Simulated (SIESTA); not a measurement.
## SnO2 (Cassiterite) under changes of volume

One of the cells (11.922 Å³/atom); the others are scaled copies at fixed shape and fractional positions:

```
CELL_PARAMETERS angstrom
4.73800 0.00000 0.00000
0.00000 4.73800 0.00000
0.00000 0.00000 3.18650
ATOMIC_POSITIONS crystal
Sn 0.50000 0.50000 0.50000
Sn 0.00000 0.00000 0.00000
O 0.80710 0.19290 0.50000
O 0.69290 0.69290 0.00000
O 0.19290 0.80710 0.50000
O 0.30710 0.30710 0.00000
```

| Property | Result |
| --- | --- |
| Program | SIESTA 5.4.2 |
| Functional | PBE |
| Potentials or basis | PseudoDojo 0.4 standard (PBE files) |
| Basis | TZ (energy shift 0.002 Ry) |
| Grid cutoff | 800 Ry |
| Energy shift | 0.002 Ry |
| k mesh | 4 × 4 × 6 |
| Occupations | fermi-dirac, width 0.05 eV |
| Spin | no spin polarisation |

```csv
volume (Å³/atom),energy over the lowest point (meV/atom),pressure (GPa),gap on the mesh (eV),largest force (eV/Å)
11.207,?,?,?,?
11.445,118.39,29.1,1.36,0.590
11.684,79.56,23.2,1.11,0.481
11.922,49.10,17.8,0.87,0.385
12.161,26.27,13.0,0.64,0.290
12.399,10.09,8.8,0.42,0.206
12.637,0.00,4.9,0.21,0.129
```

Question: What does the run at 11.207 Å³/atom give?

Answer: Energy over the lowest point 166.48 meV/atom; pressure 35.7 GPa; gap on the mesh 1.62 eV; largest force 0.702 eV/Å.

Worked out: A Birch-Murnaghan fit of order 3 (a polynomial in V^(-2/3)) to the other rows has its minimum at 12.98 Å³/atom, just outside them, with B0 = V·E''(V) = 170 GPa and B' = 4.9 at fixed shape and positions, which overstates the stiffness. It gives 166.47 meV/atom at 11.207 Å³/atom, against the run's 166.48, and -dE/dV = 35.7 GPa, against 35.7. A straight line through the other rows of the gap, of slope -11.6 eV per unit of ln V (its deformation potential), extrapolates to 1.60 eV, against the run's 1.62.

Energies are extrapolated to zero smearing.

Caveats: the basis has no polarisation orbitals; semicore shells carry a single zeta, which can move pressures by several GPa and volumes by a few percent; spin-orbit coupling is left out, which moves the levels of the heavy elements; the basis of atomic orbitals isn't converged, which shifts pressures, moduli and gaps.
